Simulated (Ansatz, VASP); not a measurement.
**SnSe: VASP beside Ansatz**

INCAR

```
ALGO     = Normal         # electronic algorithm
EDIFF    = 1E-6           # SCF threshold, eV
ENCUT    = 520            # plane-wave cutoff, eV
GGA      = PE             # functional
GGA_COMPAT= False        
ISIF     = 2              # what is computed and relaxed
ISMEAR   = -1             # smearing method
LASPH    = True           # aspherical terms in the spheres
LCHARG   = False          # write CHGCAR
LORBIT   = 11             # projections on sites
LORBMOM  = True         
LREAL    = False          # projectors in reciprocal space
LSORBIT  = True           # spin-orbit coupling
LWAVE    = False          # write WAVECAR
MAGMOM   = 0 0 0 0 0 0    # initial moments
NBANDS   = 32             # bands
NELM     = 150            # most SCF steps
PREC     = Accurate       # precision mode
SIGMA    = 0.05           # smearing width, eV
```

The input KPOINTS:

```
k-points
0
Gamma
  6 6 6
```

File POSCAR:

```
SnSe
1.0
    0.0000000000      3.0100000000      3.0100000000
    3.0100000000      0.0000000000      3.0100000000
    3.0100000000      3.0100000000      0.0000000000
Sn Se
1 1
Direct
    0.0000000000      0.0000000000      0.0000000000
    0.5000000000      0.5000000000      0.5000000000
```

File input.yaml:

```yaml
crystal:
  lattice:
    - [0.0, 3.01, 3.01]
    - [3.01, 0.0, 3.01]
    - [3.01, 3.01, 0.0]
  atoms:
    - { symbol: Sn, position: [0.0, 0.0, 0.0] }
    - { symbol: Se, position: [0.5, 0.5, 0.5] }
hamiltonian:
  xc: pbe
  pseudopotentials: { kind: paw_fr }
magnetization:
  noncollinear: true
  spin_orbit: true
kpoints:
  mp_grid: { grid: [6, 6, 6] }
  band_path:
    path:
      - [[0.0, 0.0, 0.0], [0.5, 0.0, 0.5], [0.5, 0.25, 0.75], [0.375, 0.375, 0.75], [0.0, 0.0, 0.0], [0.5, 0.5, 0.5], [0.625, 0.25, 0.625], [0.5, 0.25, 0.75], [0.5, 0.5, 0.5], [0.375, 0.375, 0.75]]
      - [[0.625, 0.25, 0.625], [0.5, 0.0, 0.5]]
    npoints: 14
scf:
  occupations: { method: fermi_dirac, width: 0.05 }
  n_extra_bands: 6
output:
  forces: true
  stress: true
  eigenvalues: true
  fatbands: false
  write_density: true
  write_potential: true
  elf: true
  volumetric_format: npy
```

Measurements of this composition are mostly on another form, of space group No. 62.

Alike in both runs: functional PBE; k mesh 6 × 6 × 6; occupations fermi-dirac, width 0.05 eV; non-collinear spin, spin-orbit coupling.

|  | VASP | Ansatz |
| --- | --- | --- |
| version | VASP 6.6.1 | Ansatz 0.2.0 |
| potentials or method | VASP PAW PBE potentials, release 64 (Sn_d, Se) | Ansatz PAW |
| plane-wave cutoff (eV) | 520 | 420 |
| valence electrons in the cell | 20 | 30 |
| task | single point | band structure |

|  | VASP | Ansatz | Ansatz less VASP |
| --- | --- | --- | --- |
| gap on the k mesh at the Fermi level (eV) | 0.63 | 0.63 | +0.005 |
| least direct gap on the mesh (eV) | 0.63 | 0.63 | +0.005 |
| pressure (GPa) | 0.6 | 0.6 | -0.01 |
| net moment per atom (μB) | 0.00 | 0.00 | 0.000 |

The two sets of potentials don't hold the same shells in valence.
